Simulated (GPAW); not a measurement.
Runs of GPAW 26.7.0 on Sn. Symmetry: Fd-3m, No. 227, cubic system. The conventional cell has a = 6.467 Å, b = 6.467 Å, c = 6.467 Å, α = 90.00°, β = 90.00°, γ = 90.00°. Sn (site symmetry -43m) has 4 Sn at 2.80 Å as nearest neighbours. This isn't the form of Sn at room conditions, which is tetragonal (white tin).

```tsv
task	level	spin	cutoff (eV)	maxiter	band path	band points	spin axis theta (degrees)	spin axis phi (degrees)	other keys	gap on the mesh (eV)	pressure (GPa)
single point	PBE	off	500	100	-	-	-	-	several, not listed	none	(a)
band structure	rSCAN	SOC, no magnetisation	600	150	GXWKGLUWLK,UX	80	90	45	-	-	2.2
band structure	MS2	SOC, no magnetisation	600	150	GXWKGLUWLK,UX	100	54.7	45	-	-	1.3
single point	PBE	off	900	50	-	-	-	-	several, not listed	none	3.6
```

Alike in all rows: potentials or basis GPAW PAW data sets (gpaw-data 1.2.1), pw; cell as given; k mesh 6 × 6 × 6; smearing fermi-dirac 0.05 eV.

Task: Fill in the values left out.

Result: (a) 3.1.

Caveats: spin-orbit coupling was added after a scalar SCF, so levels and gaps hold it while energy, forces, pressure and moments don't (some runs); this program's spin-orbit splittings come out too wide for heavy elements (some runs); the PAW data sets were made with another functional, which shifts forces and pressure a little (some runs); the cutoff is short for stress and forces, so pressures can be off by a GPa or more (some runs).

A k mesh can miss the band edges, and rows without SOC leave out spin-orbit coupling on Sn.

A gap of «none» marks a metal or a gap under the smearing width.
